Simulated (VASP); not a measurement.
# Ge in VASP 6.6.1, single-point calculation

INCAR

```
LREAL = .FALSE.
NSW = 0
LWAVE = .FALSE.
SIGMA = 0.02
PREC = Accurate
IBRION = -1
ISIF = 2
ISMEAR = -1
NELM = 88
ENCUT = 520
LCHARG = .FALSE.
ISPIN = 2
LASPH = .TRUE.
GGA = PE
NBANDS = 21
MAGMOM = 2 -2
EDIFF = 1E-7
```

KPOINTS

```
KPOINTS created by Atomic Simulation Environment
0
Gamma
10 10 10
0 0 0
```

POSCAR

```
Ge
 1.0000000000000000
     0.0000000000000000    2.7517673067000001    2.7517673067000001
     2.7517673067000001    0.0000000000000000    2.7517673067000001
     2.7517673067000001    2.7517673067000001    0.0000000000000000
 Ge
   2
Cartesian
  0.0000000000000000  0.0000000000000000  0.0000000000000000
  1.3758836533500001  1.3758836533500001  1.3758836533500001
```

The recommended PBE PAW datasets give the neutral cell 28 valence electrons.

Command

```
mpirun -np 1 vasp_std
```

OSZICAR

```
N       E                     dE             d eps       ncg     rms          rms(c)
DAV:   1     0.188148977425E+03    0.18815E+03   -0.14354E+04  4478   0.374E+03
DAV:   2     0.198514744932E+02   -0.16830E+03   -0.16305E+03  3978   0.631E+02
DAV:   3    -0.672579968438E+01   -0.26577E+02   -0.26390E+02  4518   0.147E+02
DAV:   4    -0.761899380250E+01   -0.89319E+00   -0.89278E+00  4453   0.303E+01
DAV:   5    -0.763342055757E+01   -0.14427E-01   -0.14426E-01  4549   0.430E+00    0.180E+01
DAV:   6    -0.866350683258E+01   -0.10301E+01   -0.44604E-01  5596   0.239E+01    0.763E+00
DAV:   7    -0.886102788899E+01   -0.19752E+00   -0.22246E-01  5347   0.136E+01    0.157E+00
DAV:   8    -0.884572947219E+01    0.15298E-01   -0.51258E-02  5127   0.390E+00    0.631E-01
DAV:   9    -0.884607210342E+01   -0.34263E-03   -0.10525E-02  5419   0.398E+00    0.151E-01
DAV:  10    -0.884612747357E+01   -0.55370E-04   -0.91869E-04  6233   0.138E+00    0.582E-02
DAV:  11    -0.884645956680E+01   -0.33209E-03   -0.47989E-04  5084   0.746E-01    0.302E-02
DAV:  12    -0.884638305770E+01    0.76509E-04   -0.80347E-05  5162   0.494E-01    0.113E-02
DAV:  13    -0.884638186487E+01    0.11928E-05   -0.15903E-05  5934   0.917E-02    0.438E-03
DAV:  14    -0.884638262674E+01   -0.76187E-06   -0.22529E-06  4865   0.286E-02    0.186E-03
DAV:  15    -0.884638289039E+01   -0.26365E-06   -0.38691E-07  3670   0.554E-03    0.563E-04
DAV:  16    -0.884638288662E+01    0.37726E-08   -0.23739E-08  2864   0.244E-03
   1 F= -.88463829E+01 E0= -.88463828E+01  d E =-.794298E-07  mag=    -0.0000
```

It converged. Results: pressure 11.2 GPa; magnetic moment of the cell 0.00 μB.

For comparison, a separate PBE run of the intended cell, on usual settings and not on those above, gives a gap of 0.45 eV on its mesh and a pressure of 11.2 GPa.

The run above took about 2 min on one core of a shared host (Intel Xeon Platinum 8488C) and held 0.22 GiB at most.
